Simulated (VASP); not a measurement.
# C (P6_3/mmc) in VASP: notebook

The runs below take C through relaxation of cell and atoms, single point, with LDA, PBE, BLYP+D3, BLYP+D3(BJ).

The COD entry that gives the cell may itself be a prediction, so a difference from it is no test against experiment.

Everything below comes from runs of VASP 6.6.1. Logs are shortened: lines on timing, memory, paths and dates and some standing lists are left out, and cuts for length are marked.

## 1. The crystal as given

It takes space group P6_3/mmc (No. 194, hexagonal). The conventional cell has a = 2.522 Å, b = 2.522 Å, c = 12.356 Å, α = 90.00°, β = 90.00°, γ = 120.00°. Around C (site symmetry 3m) lie 4 C at 1.54 Å. C (site symmetry 3m) has 4 C at 1.54 Å as nearest neighbours. Around C (site symmetry 3m) lie 4 C at 1.54 Å.

This is a hexagonal form of diamond, not graphite.

## 2. Relaxation of cell and atoms, LDA

INCAR

```
PREC = Accurate
ENCUT = 600
EDIFF = 1E-6
ISMEAR = 0
SIGMA = 0.02
LREAL = False
LASPH = True
NELM = 60
ALGO = Normal
ISIF = 3
LWAVE = False
LCHARG = False
GGA = CA
IBRION = 2
NSW = 60
EDIFFG = -0.01
KPAR = 4
```

KPOINTS

```
Automatic mesh
0
Gamma
  10 10 4
```

POSCAR

```
C
1.0
    2.5221000000      0.0000000000      0.0000000000
   -1.2610500000      2.1842026709      0.0000000000
    0.0000000000      0.0000000000     12.3557000000
C
12
Direct
    0.6666666667      0.3333333333      0.3541700000
    0.3333333333      0.6666666667      0.8541700000
    0.6666666667      0.3333333333      0.1458300000
    0.3333333333      0.6666666667      0.6458300000
    0.6666666667      0.3333333333      0.4791700000
    0.3333333333      0.6666666667      0.9791700000
    0.6666666667      0.3333333333      0.0208300000
    0.3333333333      0.6666666667      0.5208300000
    0.0000000000      0.0000000000      0.8125000000
    0.0000000000      0.0000000000      0.3125000000
    0.0000000000      0.0000000000      0.6875000000
    0.0000000000      0.0000000000      0.1875000000
```

Potentials or basis: VASP PAW LDA potentials, release 64 (C).

The run is started by

```console
$ cat potpaw_LDA.64/C/POTCAR > POTCAR
$ mpirun -np 4 vasp_std > vasp.out
```

OUTCAR:

```text
PREC = Accurate
   ENCUT = 600
   EDIFF = 1E-6
   ISMEAR = 0
   LREAL = False
   LASPH = True
   NELM = 60
   ISIF = 3
   GGA = CA
   IBRION = 2
   NSW = 60
   EDIFFG = -0.01

 ion  position               nearest neighbor table
   1  0.667  0.333  0.354-   5 1.54  10 1.54  10 1.54  10 1.54
   2  0.333  0.667  0.854-   6 1.54   9 1.54   9 1.54   9 1.54
   3  0.667  0.333  0.146-   7 1.54  12 1.54  12 1.54  12 1.54
   4  0.333  0.667  0.646-   8 1.54  11 1.54  11 1.54  11 1.54
   5  0.667  0.333  0.479-   8 1.54   8 1.54   8 1.54   1 1.54
   6  0.333  0.667  0.979-   7 1.54   7 1.54   7 1.54   2 1.54
   7  0.667  0.333  0.021-   6 1.54   6 1.54   6 1.54   3 1.54
   8  0.333  0.667  0.521-   5 1.54   5 1.54   5 1.54   4 1.54
   9  0.000  0.000  0.812-  11 1.54   2 1.54   2 1.54   2 1.54
  10  0.000  0.000  0.312-  12 1.54   1 1.54   1 1.54   1 1.54
  11  0.000  0.000  0.688-   9 1.54   4 1.54   4 1.54   4 1.54
  12  0.000  0.000  0.188-  10 1.54   3 1.54   3 1.54   3 1.54

  LATTYP: Found a hexagonal cell.
 ALAT       =     2.5221000000
 C/A-ratio  =     4.8989730780

  Lattice vectors:

 A1 = (   2.5221000000,   0.0000000000,   0.0000000000)
 A2 = (  -1.2610500000,   2.1842026709,   0.0000000000)
 A3 = (   0.0000000000,   0.0000000000,  12.3557000000)

Analysis of symmetry for initial positions (statically):
=====================================================================
 Subroutine PRICEL returns:
 Original cell was already a primitive cell.

 Routine SETGRP: Setting up the symmetry group for a
 hexagonal supercell.

 Subroutine GETGRP returns: Found 24 space group operations
 (whereof 12 operations were pure point group operations)
 out of a pool of 24 trial point group operations.

The static configuration has the point symmetry D_3d.
 The point group associated with its full space group is D_6h.

Analysis of symmetry for dynamics (positions and initial velocities):
=====================================================================
 Subroutine PRICEL returns:
 Original cell was already a primitive cell.

 Routine SETGRP: Setting up the symmetry group for a
 hexagonal supercell.

 Subroutine GETGRP returns: Found 24 space group operations
 (whereof 12 operations were pure point group operations)
 out of a pool of 24 trial point group operations.

The dynamic configuration has the point symmetry D_3d.
 The point group associated with its full space group is D_6h.

 Subroutine INISYM returns: Found 24 space group operations
 (whereof 12 operations are pure point group operations),
 and found     1 'primitive' translations

----------------------------------------------------------------------------------------

                                     Primitive cell

  volume of cell :      68.0648

  direct lattice vectors                    reciprocal lattice vectors
     2.522100000  0.000000000  0.000000000     0.396494984  0.228916486  0.000000000
    -1.261050000  2.184202671  0.000000000     0.000000000  0.457832972  0.000000000
     0.000000000  0.000000000 12.355700000     0.000000000  0.000000000  0.080934306

  length of vectors
     2.522100000  2.522100000 12.355700000     0.457832972  0.457832972  0.080934306

  position of ions in fractional coordinates (direct lattice)
     0.666666667  0.333333333  0.354170000
     0.333333333  0.666666667  0.854170000
     0.666666667  0.333333333  0.145830000
     0.333333333  0.666666667  0.645830000
     0.666666667  0.333333333  0.479170000
     0.333333333  0.666666667  0.979170000
     0.666666667  0.333333333  0.020830000
     0.333333333  0.666666667  0.520830000
     0.000000000  0.000000000  0.812500000
     0.000000000  0.000000000  0.312500000
     0.000000000  0.000000000  0.687500000
     0.000000000  0.000000000  0.187500000

  ion indices of the primitive-cell ions
   primitive index   ion index
                 1           1
                 2           2
                 3           3
                 4           4
                 5           5
                 6           6
                 7           7
                 8           8
                 9           9
                10          10
                11          11
                12          12

----------------------------------------------------------------------------------------

 KPOINTS: Automatic mesh

Automatic generation of k-mesh.
 Grid dimensions read from file:
 generate k-points for:   10   10    4

 Generating k-lattice:

  Cartesian coordinates                     Fractional coordinates (reciprocal lattice)
     0.039649498  0.022891649  0.000000000     0.100000000 -0.000000000  0.000000000
     0.000000000  0.045783297  0.000000000     0.000000000  0.100000000  0.000000000
     0.000000000  0.000000000  0.020233576     0.000000000  0.000000000  0.250000000

  Length of vectors
     0.045783297  0.045783297  0.020233576

  Shift w.r.t. Gamma in fractional coordinates (k-lattice)
     0.000000000  0.000000000  0.000000000

 Subroutine IBZKPT returns following result:
 ===========================================

 Found     42 irreducible k-points:

 Following reciprocal coordinates:
            Coordinates               Weight
  0.000000  0.000000  0.000000      1.000000
  0.100000 -0.000000  0.000000      6.000000
  0.200000 -0.000000  0.000000      6.000000
  0.300000  0.000000  0.000000      6.000000
  0.400000  0.000000  0.000000      6.000000
  0.500000 -0.000000  0.000000      3.000000
[... 16 lines left out ...]
  0.300000  0.100000  0.250000     24.000000
  0.400000  0.100000  0.250000     24.000000
 [... further k-points ...]
   k-points           NKPTS =     42   k-points in BZ     NKDIM =     42   number of bands    NBANDS=     31
   number of dos      NEDOS =    301   number of ions     NIONS =     12
   total plane-waves  NPLWV =  40000
   dimension x,y,z NGX =    20 NGY =   20 NGZ =  100
   dimension x,y,z NGXF=    40 NGYF=   40 NGZF=  200
   ions per type =              12
   NGX,Y,Z   is equivalent  to a cutoff of  13.18, 13.18, 13.45 a.u.
   NGXF,Y,Z  is equivalent  to a cutoff of  26.37, 26.37, 26.91 a.u.
 SYSTEM =  unknown system
   PREC   = accura    normal or accurate (medium, high low for compatibility)
   ISTART =      0    job   : 0-new  1-cont  2-samecut
   ICHARG =      2    charge: 1-file 2-atom 10-const
   ISPIN  =      1    spin polarized calculation?
   LNONCOLLINEAR =      F non collinear calculations
   LSORBIT =      F    spin-orbit coupling
   LASPH  =      T    aspherical Exc in radial PAW
   ENCUT  =  600.0 eV  44.10 Ry    6.64 a.u.   5.04  5.04 24.68*2*pi/ulx,y,z
   NELM   =     60;   NELMIN=  2; NELMDL= -5     # of ELM steps
   EDIFF  = 0.1E-05   stopping-criterion for ELM
   LREAL  =      F    real-space projection
   EDIFFG = -.1E-01   stopping-criterion for IOM
   NSW    =     60    number of steps for IOM
   IBRION =      2    ionic relax: 0-MD 1-quasi-New 2-CG
   NFREE  =      1    steps in history (QN), initial steepest desc. (CG)
   ISIF   =      3    stress and relaxation
   ISYM   =      2    0-nonsym 1-usesym 2-fastsym
   POTIM  = 0.5000    time-step for ionic-motion
   TEBEG  =    0.0;   TEEND  =   0.0 temperature during run
   PSTRESS=    0.0 pullay stress
   NELECT =      48.0000    total number of electrons
   NUPDOWN=      -1.0000    fix difference up-down
   EMIN   =  10.00;   EMAX   =-10.00  energy-range for DOS
   EFERMI =   0.00;   METHOD = LEGACY
   ISMEAR =     0;   SIGMA  =   0.02  broadening in eV -4-tet -1-fermi 0-gaus
   EFERMI_NEDOS =   21; number of points for ismear=-14 and -15
   IALGO  =     38    algorithm
   IMIX   =      4    mixing-type and parameters
     AMIX     =   0.40;   BMIX     =  1.00
     AMIX_MAG =   1.60;   BMIX_MAG =  1.00
  volume/ion in A,a.u.               =       5.67        38.28
  Fermi-wavevector in a.u.,A,eV,Ry     =   1.457184  2.753678 28.890408  2.123385
  Thomas-Fermi vector in A             =   2.574015
   LORBIT       =      0    0 simple, 1 ext, 2 COOP (PROOUT), +10 PAW based schemes
   GGA     = CA    functional components
   LHFCALC =     F    Hartree Fock is set to
   AEXX    =    0.0000 exact exchange contribution
   IVDW    =     0    specifies the selected vdW correction
   LEPSILON=     F    determine dielectric tensor
   LRPA    =     F    only Hartree local field effects (RPA)
 conjugate gradient relaxation of ions
 non-spin polarized calculation
 Gauss-broadening in eV      SIGMA  =   0.02
  energy-cutoff  :      600.00
  volume of cell :       68.06
 maximum number of plane-waves:      2300
   NGX = 11   NGY = 11   NGZ = 49

--------------------------------------- Ionic step        1  -------------------------------------------

 number of electron      48.0000000 magnetization

 Free energy of the ion-electron system (eV)
  ---------------------------------------------------
  ext. energy  EPLUGINS =         0.00000000
  ---------------------------------------------------
  free energy    TOTEN  =      -121.36292473 eV

  energy without entropy =     -121.36292473  energy(sigma->0) =     -121.36292473

 E-fermi :   9.8996     XC(G=0): -13.4975

 val. band max:        9.8143186034   @ k =   0.0000   0.0000   0.0000
 cond. band min:      14.1511052956   @ k =   0.4000   0.0000   0.0000
 fundamental gap:      4.3367866923
 Fermi energy:         9.8995842736

 k-point     1 :       0.0000    0.0000    0.0000
  band No.  band energies     occupation
      1     -11.6047      2.00000
      2     -10.8599      2.00000
      3     -10.8150      2.00000
      4      -8.5936      2.00000
      5      -8.5709      2.00000
      6      -5.7419      2.00000
[... 805 lines left out ...]
     30      17.1898      0.00000
     31      17.7408      0.00000

 [... further k-points ...]

------------------------ aborting loop because EDIFF is reached ----------------------------------------

  FORCE on cell =-STRESS in cart. coord.  units (eV):
  Direction    XX          YY          ZZ          XY          YZ          ZX
  --------------------------------------------------------------------------------------
  -------------------------------------------------------------------------------------
  Total       -6.2858325     -6.2858325     -2.7618466      0.0000000      0.0000000      0.0000000
  in kB     -147.9622058   -147.9622058    -65.0111055      0.0000000      0.0000000      0.0000000
  external PRESSURE =    -120.3118390 kB  Pullay stress =       0.0000000 kB
[... 309 lines left out ...]
--------------------------------------- Ionic step        8  -------------------------------------------

 number of electron      47.9999999 magnetization

 Free energy of the ion-electron system (eV)
  ---------------------------------------------------
  ext. energy  EPLUGINS =         0.00000000
  ---------------------------------------------------
  free energy    TOTEN  =      -121.45247430 eV

  energy without entropy =     -121.45247430  energy(sigma->0) =     -121.45247430

 E-fermi :  10.3528     XC(G=0): -13.6301

 val. band max:       10.2187018053   @ k =   0.0000   0.0000   0.0000
 cond. band min:      14.7021243340   @ k =   0.4000   0.0000   0.0000
 fundamental gap:      4.4834225287
 Fermi energy:        10.3528006167

 k-point     1 :       0.0000    0.0000    0.0000
  band No.  band energies     occupation
      1     -11.5694      2.00000
      2     -10.8348      2.00000
      3     -10.7556      2.00000
      4      -8.5511      2.00000
      5      -8.4876      2.00000
      6      -5.6470      2.00000
[... 805 lines left out ...]
     30      17.7019      0.00000
     31      18.1869      0.00000

 [... further k-points ...]

------------------------ aborting loop because EDIFF is reached ----------------------------------------

  FORCE on cell =-STRESS in cart. coord.  units (eV):
  Direction    XX          YY          ZZ          XY          YZ          ZX
  --------------------------------------------------------------------------------------
  -------------------------------------------------------------------------------------
  Total        0.0097475      0.0097475     -0.0280200      0.0000000      0.0000000      0.0000000
  in kB        0.2357900      0.2357900     -0.6777969      0.0000000      0.0000000      0.0000000
  external PRESSURE =      -0.0687390 kB  Pullay stress =       0.0000000 kB
[... 27 lines left out ...]
  FREE ENERGIE OF THE ION-ELECTRON SYSTEM (eV)
  ---------------------------------------------------
  free  energy   TOTEN  =      -121.4524742972 eV

  energy  without entropy=     -121.4524742972  energy(sigma->0) =     -121.45247430

 reached required accuracy - stopping structural energy minimisation
```

It took 89 s on 4 MPI ranks of Intel Xeon Platinum 8375C at 2.90GHz (Ice Lake), shared host; peak memory 0.2 GiB.

What came out:

| Quantity | Value |
| --- | --- |
| Free energy | -121.4525 eV |
| Relaxed volume | 5.52 Å³/atom |
| Relaxed cell | a = 2.494 Å, b = 2.494 Å, c = 12.300 Å, α = 90.00°, β = 90.00°, γ = 120.00° |
| Space group after relaxing (to 0.05 Å) | P6_3/mmc (No. 194) |
| Energy gained by relaxing | 7.5 meV/atom |
| Ionic steps | 8 |
| Pressure after relaxing | 0.0 GPa |
| Band gap on the k mesh | 4.48 eV, indirect (least direct gap 5.41 eV) |

Stress tensor (GPa, compression positive):
```
 0.02  0.00  0.00
 0.00  0.02  0.00
 0.00  0.00 -0.07
```

The path:
| step | energy change (eV) | largest force (eV/Å) | pressure (GPa) | volume (Å³) |
| --- | --- | --- | --- | --- |
| 1 | 0.0000 | 0.3392 | -12.03 | 68.06 |
| 2 | 0.0530 | 0.4982 | 17.57 | 63.95 |
| 3 | -0.0887 | 0.1212 | 0.16 | 66.21 |
| 4 | -0.0887 | 0.1173 | 0.42 | 66.17 |
| 5 | -0.0879 | 0.1450 | 0.08 | 66.22 |
| 6 | -0.0894 | 0.0401 | 0.28 | 66.19 |
| 7 | -0.0895 | 0.0344 | -0.26 | 66.27 |
| 8 | -0.0895 | 0.0015 | -0.01 | 66.23 |

Final structure:
```
C
1.0
     2.49356    0.00000    0.00000
    -1.24678    2.15949    0.00000
     0.00000    0.00000   12.30011
C
12
Direct
  0.66667 0.33333 0.35493
  0.33333 0.66667 0.85493
  0.66667 0.33333 0.14507
  0.33333 0.66667 0.64507
  0.66667 0.33333 0.47923
  0.33333 0.66667 0.97923
  0.66667 0.33333 0.02077
  0.33333 0.66667 0.52077
  0.00000 0.00000 0.81313
  0.00000 0.00000 0.31313
  0.00000 0.00000 0.68687
  0.00000 0.00000 0.18687
```

Levels at points of the mesh, in eV from the valence-band top:
| k point | band 21 | band 22 | band 23 | band 24 | band 25 | band 26 | band 27 | band 28 |
| --- | --- | --- | --- | --- | --- | --- | --- | --- |
| (0.00, 0.00, 0.00) | -1.00 | -0.16 | 0.00 | 0.00 | 5.41 | 5.41 | 5.53 | 6.51 |
| (0.50, 0.00, 0.00) | -4.18 | -4.13 | -3.71 | -2.98 | 4.65 | 5.24 | 5.29 | 5.62 |
| (0.00, 0.00, 0.50) | -0.33 | -0.33 | -0.33 | -0.33 | 5.80 | 5.80 | 5.80 | 5.80 |
| (0.50, 0.00, 0.50) | -3.86 | -3.86 | -3.33 | -3.33 | 4.82 | 4.82 | 5.88 | 5.88 |

A k mesh can miss the band edges. LDA usually gives volumes a few per cent too small.

(Continued in part 2 of 2.)
